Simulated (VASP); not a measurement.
# BeTe (F-43m) in VASP: a series of runs

The runs below take BeTe through single point, with PBE.

Everything below comes from runs of VASP 6.6.1. Logs are shortened: lines on timing, memory, paths and dates and some standing lists are left out, and cuts for length are marked.

**1. The structure**

The structure is cubic, space group F-43m (No. 216). The conventional cell has a = 5.540 Å, b = 5.540 Å, c = 5.540 Å, α = 90.00°, β = 90.00°, γ = 90.00°. Around Be (site symmetry -43m) lie 4 Te at 2.40 Å. Te (site symmetry -43m) has 4 Be at 2.40 Å as nearest neighbours.

**2. Single point, PBE**

Contents of INCAR:

```
ALGO = Normal
EDIFF = 1E-6
ENCUT = 520
GGA = PE
ISIF = 2
ISMEAR = -1
LASPH = True
LCHARG = False
LREAL = False
LWAVE = False
NBANDS = 11
NELM = 60
PREC = Accurate
SIGMA = 0.05
```

Contents of KPOINTS:

```
k-points
0
Gamma
  11 11 11
```

Contents of POSCAR:

```
BeTe
1.0
    0.0000000000      2.7700000000      2.7700000000
    2.7700000000      0.0000000000      2.7700000000
    2.7700000000      2.7700000000      0.0000000000
Be Te
1 1
Direct
    0.0000000000      0.0000000000      0.0000000000
    0.7500000000      0.7500000000      0.7500000000
```

Potentials or basis: VASP PAW PBE potentials, release 64 (Be, Te).

Launch:

```bash
cat potpaw_PBE.64/Be/POTCAR potpaw_PBE.64/Te/POTCAR > POTCAR
mpirun -np 1 vasp_std > vasp.out
```

OUTCAR:

```text
EDIFF = 1E-6
   ENCUT = 520
   GGA = PE
   ISIF = 2
   ISMEAR = -1
   LASPH = True
   LREAL = False
   NELM = 60
   PREC = Accurate

 ion  position               nearest neighbor table
   1  0.000  0.000  0.000-   2 2.40   2 2.40   2 2.40   2 2.40
   2  0.750  0.750  0.750-   1 2.40   1 2.40   1 2.40   1 2.40

  LATTYP: Found a face centered cubic cell.
 ALAT       =     5.5400000000

  Lattice vectors:

 A1 = (   0.0000000000,   2.7700000000,   2.7700000000)
 A2 = (   2.7700000000,   0.0000000000,   2.7700000000)
 A3 = (   2.7700000000,   2.7700000000,   0.0000000000)

Analysis of symmetry for initial positions (statically):
=====================================================================
 Subroutine PRICEL returns:
 Original cell was already a primitive cell.

 Routine SETGRP: Setting up the symmetry group for a
 face centered cubic supercell.

 Subroutine GETGRP returns: Found 24 space group operations
 (whereof 24 operations were pure point group operations)
 out of a pool of 48 trial point group operations.

The static configuration has the point symmetry T_d .

Analysis of symmetry for dynamics (positions and initial velocities):
=====================================================================
 Subroutine PRICEL returns:
 Original cell was already a primitive cell.

 Routine SETGRP: Setting up the symmetry group for a
 face centered cubic supercell.

 Subroutine GETGRP returns: Found 24 space group operations
 (whereof 24 operations were pure point group operations)
 out of a pool of 48 trial point group operations.

The dynamic configuration has the point symmetry T_d .

 Subroutine INISYM returns: Found 24 space group operations
 (whereof 24 operations are pure point group operations),
 and found     1 'primitive' translations

----------------------------------------------------------------------------------------

                                     Primitive cell

  volume of cell :      42.5079

  direct lattice vectors                    reciprocal lattice vectors
     0.000000000  2.770000000  2.770000000    -0.180505415  0.180505415  0.180505415
     2.770000000  0.000000000  2.770000000     0.180505415 -0.180505415  0.180505415
     2.770000000  2.770000000  0.000000000     0.180505415  0.180505415 -0.180505415

  length of vectors
     3.917371568  3.917371568  3.917371568     0.312644550  0.312644550  0.312644550

  position of ions in fractional coordinates (direct lattice)
     0.000000000  0.000000000  0.000000000
     0.750000000  0.750000000  0.750000000

  ion indices of the primitive-cell ions
   primitive index   ion index
                 1           1
                 2           2

----------------------------------------------------------------------------------------

 KPOINTS: k-points

Automatic generation of k-mesh.
 Grid dimensions read from file:
 generate k-points for:   11   11   11

 Generating k-lattice:

  Cartesian coordinates                     Fractional coordinates (reciprocal lattice)
    -0.016409583  0.016409583  0.016409583     0.090909091  0.000000000  0.000000000
     0.016409583 -0.016409583  0.016409583     0.000000000  0.090909091  0.000000000
     0.016409583  0.016409583 -0.016409583     0.000000000  0.000000000  0.090909091

  Length of vectors
     0.028422232  0.028422232  0.028422232

  Shift w.r.t. Gamma in fractional coordinates (k-lattice)
     0.000000000  0.000000000  0.000000000

 Subroutine IBZKPT returns following result:
 ===========================================

 Found     56 irreducible k-points:

 Following reciprocal coordinates:
            Coordinates               Weight
  0.000000  0.000000  0.000000      1.000000
  0.090909  0.000000  0.000000      8.000000
  0.181818  0.000000  0.000000      8.000000
  0.272727  0.000000  0.000000      8.000000
  0.363636  0.000000  0.000000      8.000000
  0.454545  0.000000  0.000000      8.000000
[... 16 lines left out ...]
 -0.272727  0.181818  0.000000     24.000000
 -0.181818  0.181818  0.000000     12.000000
 [... further k-points ...]
   k-points           NKPTS =     56   k-points in BZ     NKDIM =     56   number of bands    NBANDS=     11
   number of dos      NEDOS =    301   number of ions     NIONS =      2
   total plane-waves  NPLWV =  27000
   dimension x,y,z NGX =    30 NGY =   30 NGZ =   30
   dimension x,y,z NGXF=    60 NGYF=   60 NGZF=   60
   ions per type =               1   1
   NGX,Y,Z   is equivalent  to a cutoff of  12.73, 12.73, 12.73 a.u.
   NGXF,Y,Z  is equivalent  to a cutoff of  25.46, 25.46, 25.46 a.u.
 SYSTEM =  unknown system
   PREC   = accura    normal or accurate (medium, high low for compatibility)
   ISTART =      0    job   : 0-new  1-cont  2-samecut
   ICHARG =      2    charge: 1-file 2-atom 10-const
   ISPIN  =      1    spin polarized calculation?
   LNONCOLLINEAR =      F non collinear calculations
   LSORBIT =      F    spin-orbit coupling
   LASPH  =      T    aspherical Exc in radial PAW
   ENCUT  =  520.0 eV  38.22 Ry    6.18 a.u.   7.28  7.28  7.28*2*pi/ulx,y,z
   NELM   =     60;   NELMIN=  2; NELMDL= -5     # of ELM steps
   EDIFF  = 0.1E-05   stopping-criterion for ELM
   LREAL  =      F    real-space projection
[... 7 lines left out ...]
   TEBEG  =    0.0;   TEEND  =   0.0 temperature during run
   PSTRESS=    0.0 pullay stress
   NELECT =       8.0000    total number of electrons
   NUPDOWN=      -1.0000    fix difference up-down
   EMIN   =  10.00;   EMAX   =-10.00  energy-range for DOS
   EFERMI =   0.00;   METHOD = LEGACY
   ISMEAR =    -1;   SIGMA  =   0.05  broadening in eV -4-tet -1-fermi 0-gaus
   EFERMI_NEDOS =   21; number of points for ismear=-14 and -15
   IALGO  =     38    algorithm
   IMIX   =      4    mixing-type and parameters
     AMIX     =   0.40;   BMIX     =  1.00
     AMIX_MAG =   1.60;   BMIX_MAG =  1.00
  volume/ion in A,a.u.               =      21.25       143.43
  Fermi-wavevector in a.u.,A,eV,Ry     =   0.938170  1.772885 11.975354  0.880164
  Thomas-Fermi vector in A             =   2.065355
   LORBIT       =      0    0 simple, 1 ext, 2 COOP (PROOUT), +10 PAW based schemes
   GGA     = PE    functional components
   LHFCALC =     F    Hartree Fock is set to
   AEXX    =    0.0000 exact exchange contribution
   IVDW    =     0    specifies the selected vdW correction
   LEPSILON=     F    determine dielectric tensor
   LRPA    =     F    only Hartree local field effects (RPA)
 non-spin polarized calculation
  energy-cutoff  :      520.00
  volume of cell :       42.51
 maximum number of plane-waves:      1167
 NGX is ok and might be reduce to    30
   NGX = 15   NGY = 15   NGZ = 15

 number of electron       8.0000000 magnetization

 Free energy of the ion-electron system (eV)
  ---------------------------------------------------
  ext. energy  EPLUGINS =         0.00000000
  ---------------------------------------------------
  free energy    TOTEN  =        -7.58549075 eV

  energy without entropy =       -7.58549075  energy(sigma->0) =       -7.58549075

 E-fermi :   6.5973     XC(G=0):  -9.2571

 val. band max:        5.6641426901   @ k =   0.0000   0.0000   0.0000
 cond. band min:       7.5368964448   @ k =   0.4545   0.4545   0.0000
 fundamental gap:      1.8727537547
 Fermi energy:         6.5972538986

 k-point     1 :       0.0000    0.0000    0.0000
  band No.  band energies     occupation
      1      -6.9708      2.00000
      2       5.6641      2.00000
      3       5.6641      2.00000
      4       5.6641      2.00000
      5       9.2286      0.00000
      6       9.2286      0.00000
      7       9.2286      0.00000
      8       9.8552      0.00000
      9      14.0506      0.00000
     10      16.0117      0.00000
     11      16.0117      0.00000

 k-point     2 :       0.0909    0.0000    0.0000
  band No.  band energies     occupation
      1      -6.8863      2.00000
      2       4.8330      2.00000
      3       5.5177      2.00000
      4       5.5177      2.00000
      5       9.3040      0.00000
      6       9.4395      0.00000
      7       9.4395      0.00000
      8      10.5546      0.00000
      9      14.2951      0.00000
     10      15.2937      0.00000
     11      15.2937      0.00000

 k-point     3 :       0.1818    0.0000    0.0000
  band No.  band energies     occupation
      1      -6.6417      2.00000
      2       3.3089      2.00000
      3       5.1915      2.00000
      4       5.1915      2.00000
      5       9.2000      0.00000
      6       9.8830      0.00000
      7       9.8830      0.00000
      8      11.9894      0.00000
      9      14.7131      0.00000
     10      14.7247      0.00000
     11      14.7247      0.00000

 k-point     4 :       0.2727    0.0000    0.0000
  band No.  band energies     occupation
      1      -6.2702      2.00000
      2       1.8162      2.00000
      3       4.8538      2.00000
      4       4.8538      2.00000
      5       9.0556      0.00000
      6      10.2064      0.00000
      7      10.2064      0.00000
      8      13.1883      0.00000
      9      14.8430      0.00000
     10      14.8430      0.00000
     11      14.8563      0.00000

 k-point     5 :       0.3636    0.0000    0.0000
  band No.  band energies     occupation
      1      -5.8508      2.00000
      2       0.6066      2.00000
      3       4.5977      2.00000
      4       4.5977      2.00000
      5       8.9420      0.00000
      6      10.2725      0.00000
      7      10.2725      0.00000
      8      13.5377      0.00000
      9      15.5752      0.00000
     10      15.7025      0.00000
     11      15.7025      0.00000
[... 211 lines left out ...]
 k-point    21 :      -0.4545    0.1818    0.0000
  band No.  band energies     occupation
      1      -5.3076      2.00000
      2       0.1262      2.00000
      3       2.9287      2.00000
      4       3.9180      2.00000
      5       9.0519      0.00000
      6      11.1204      0.00000
      7      11.4684      0.00000
      8      13.3490      0.00000
      9      15.3915      0.00000
     10      16.6940      0.00000
     11      17.4855      0.00000

 k-point    22 :      -0.3636    0.1818    0.0000
  band No.  band energies     occupation
      1      -5.4181      2.00000
      2       0.3626      2.00000
      3       2.7752      2.00000
      4       4.1931      2.00000
      5       9.2925      0.00000
      6      11.1052      0.00000
      7      11.1724      0.00000
      8      13.8358      0.00000
      9      15.1536      0.00000
     10      15.1902      0.00000
     11      17.5382      0.00000

 k-point    23 :      -0.2727    0.1818    0.0000
  band No.  band energies     occupation
      1      -5.7568      2.00000
      2       1.1319      2.00000
      3       2.8558      2.00000
      4       4.5796      2.00000
      5       9.5981      0.00000
      6      10.7944      0.00000
      7      11.1555      0.00000
      8      12.7118      0.00000
      9      14.0831      0.00000
     10      15.9587      0.00000
     11      17.8998      0.00000

 k-point    24 :      -0.1818    0.1818    0.0000
  band No.  band energies     occupation
      1      -6.1447      2.00000
      2       2.0668      2.00000
      3       3.3224      2.00000
      4       4.9872      2.00000
      5       9.8053      0.00000
      6      10.2702      0.00000
      7      10.8886      0.00000
      8      12.0733      0.00000
      9      13.7216      0.00000
     10      15.9684      0.00000
     11      16.6828      0.00000

 [... further k-points ...]

------------------------ aborting loop because EDIFF is reached ----------------------------------------

  FORCE on cell =-STRESS in cart. coord.  units (eV):
  Direction    XX          YY          ZZ          XY          YZ          ZX
  --------------------------------------------------------------------------------------
  -------------------------------------------------------------------------------------
  Total        1.1802879      1.1802879      1.1802879      0.0000000      0.0000000     -0.0000000
  in kB       44.4866007     44.4866007     44.4866007      0.0000000      0.0000000     -0.0000000
  external PRESSURE =      44.4866007 kB  Pullay stress =       0.0000000 kB

 VOLUME and BASIS-vectors are now :
 -----------------------------------------------------------------------------
  energy-cutoff  :      520.00
  volume of cell :       42.51
      direct lattice vectors                 reciprocal lattice vectors
     0.000000000  2.770000000  2.770000000    -0.180505415  0.180505415  0.180505415
     2.770000000  0.000000000  2.770000000     0.180505415 -0.180505415  0.180505415
     2.770000000  2.770000000  0.000000000     0.180505415  0.180505415 -0.180505415

 POSITION                                       TOTAL-FORCE (eV/Angst)
 -----------------------------------------------------------------------------------
      0.00000      0.00000      0.00000        -0.000000     -0.000000     -0.000000
      4.15500      4.15500      4.15500         0.000000      0.000000      0.000000
 -----------------------------------------------------------------------------------
    total drift:                               -0.000000     -0.000000     -0.000000

  FREE ENERGIE OF THE ION-ELECTRON SYSTEM (eV)
  ---------------------------------------------------
  free  energy   TOTEN  =        -7.5854907474 eV

  energy  without entropy=       -7.5854907473  energy(sigma->0) =       -7.58549075
```

Run time: 21 s. Hardware: 1 thread of Intel Xeon 6975P-C (Granite Rapids), shared host; peak memory 0.17 GiB.

What came out:

| Property | Result |
| --- | --- |
| Free energy | -7.5855 eV |
| Pressure | 4.4 GPa |
| Band gap on the k mesh | 1.87 eV, indirect (least direct gap 3.56 eV) |

Levels at points of the mesh, in eV from the valence-band top:
```
           k point  band 1  band 2  band 3  band 4  band 5  band 6  band 7  band 8
(0.00, 0.00, 0.00)  -12.63    0.00    0.00    0.00    3.56    3.56    3.56    4.19
```

Caveat: spin-orbit coupling is left out, which moves the levels of the heavy elements; an odd mesh through Γ misses points on the zone boundary, where band edges often lie.

**3. Single point, PBE (z stretched by +3 % at fixed volume)**

Contents of INCAR:

```
SYSTEM = BeTe
ALGO = Fast
EDIFF = 1E-6
ENCUT = 520
GGA = PE
ISIF = 2
ISMEAR = -1
LASPH = .TRUE.
LCHARG = .FALSE.
LREAL = .FALSE.
LWAVE = .FALSE.
NBANDS = 11
NELM = 100
PREC = Accurate
SIGMA = 0.05
```

Contents of KPOINTS:

```
k-points
0
G
  11 11 11
  0 0 0
```

Contents of POSCAR:

```
BeTe
1.0
    0.0000000000      2.7293621006      2.8531000000
    2.7293621006      0.0000000000      2.8531000000
    2.7293621006      2.7293621006      0.0000000000
Be Te
1 1
Direct
    0.0000000000      0.0000000000      0.0000000000
    0.7500000000      0.7500000000      0.7500000000
```

Potentials or basis: VASP PAW PBE potentials, release 64 (Be, Te).

Launch:

```bash
cat potpaw_PBE.64/Be/POTCAR potpaw_PBE.64/Te/POTCAR > POTCAR
mpirun -np 1 vasp_std > vasp.out
```

It took 43 s on 1 thread of Intel Xeon 6975P-C (Granite Rapids), shared host; peak memory 0.19 GiB.

The run converged. Its results:

| Quantity | Value |
| --- | --- |
| Free energy | -7.5740 eV |
| Pressure | 4.4 GPa |
| Band gap on the k mesh | 1.68 eV, indirect (least direct gap 3.46 eV) |

Stress tensor (GPa, compression positive):
```
5.44 0.00 0.00
0.00 5.44 0.00
0.00 0.00 2.43
```

Levels at points of the mesh, in eV from the valence-band top:
```tsv
k point	band 2	band 3	band 4	band 5	band 6	band 7
(0.00, 0.00, 0.00)	-0.27	0.00	0.00	3.46	3.46	3.55
```

Caveat: spin-orbit coupling is left out, which moves the levels of the heavy elements; an odd mesh through Γ misses points on the zone boundary, where band edges often lie.
